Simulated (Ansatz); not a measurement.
The bulk modulus of Au, sorted by core time

Symmetry: Fm-3m, No. 225, cubic system. Conventional cell: a = 4.070 Å, b = 4.070 Å, c = 4.070 Å, α = 90.00°, β = 90.00°, γ = 90.00°. Around Au (site symmetry m-3m) lie 12 Au at 2.88 Å.

```csv
rung,level,program and potentials,cutoff (eV),k mesh,smearing,core time,chip,bulk modulus (GPa),miss,notes
LDA,LDA,"Ansatz, JTH PAW LDA",750,11 × 11 × 11,fermi-dirac 0.05,14 s,Arm Neoverse V1,195.7,+17.2 %,-
meta-GGA,m-r2SCAN,"Ansatz, Ansatz PAW, small cores where the set has them",500,11 × 11 × 11,gaussian 0.025,15 s,Arm Neoverse V1,(a),?,"potentials made for PBE, which Ansatz adapts in part"
meta-GGA,r2SCAN,"Ansatz, Ansatz PAW",500,11 × 11 × 11,fermi-dirac 0.05,16 s,AMD EPYC 7R43 Zen 3,156.0,-6.6 %,"potentials made for PBE, which Ansatz adapts in part"
hybrid,HSE06,"Ansatz, Ansatz PAW",420,6 × 6 × 6,fermi-dirac 0.05,73 s,AMD EPYC 7R13 Zen 3,146.0,-12.6 %,"coarse mesh; potentials made for PBE, which Ansatz adapts in part"
hybrid,LC-wPBE,"Ansatz, Ansatz PAW",420,6 × 6 × 6,fermi-dirac 0.05,92 s,Intel Xeon Ice Lake,170.2,+1.9 %,"coarse mesh; potentials made for PBE, which Ansatz adapts in part"
hybrid,r2SCAN0,"Ansatz, Ansatz PAW",500,6 × 6 × 6,fermi-dirac 0.05,100 s,Arm Neoverse V1,152.2,-8.9 %,"coarse mesh; potentials made for PBE, which Ansatz adapts in part"
hybrid,r2SCAN50,"Ansatz, Ansatz PAW",500,6 × 6 × 6,fermi-dirac 0.05,2.1 min,AMD EPYC 7R13 Zen 3,147.9,-11.4 %,"coarse mesh; potentials made for PBE, which Ansatz adapts in part"
```

Times are single runs on shared hosts and different chips, so they are rough; meshes, cutoffs and the tasks' sizes weigh on the time. Task: equation of state. All rows: no spin polarisation. m-r2SCAN is the variant of Desmarais and co-workers (2025). Smearing widths are in eV. The cell comes from a database and isn't always the measured one. For a metal such meshes aren't converged. Meshes differ between rows, which moves values too. Meshes are those of the run's cell of 1 atom unless a note names another. Misses use the values as printed. Runs on faulty files, with rough fits or with known faults for this quantity aren't shown. No row holds spin-orbit coupling.

Measured: 167 GPa (pmc:11102561, doi:10.1038/s41598-024-61861-2). The runs are for a static lattice.

Problem. Estimate the value left out from the other rows.

Solution. (a) 156.3 GPa, miss -6.4 %.
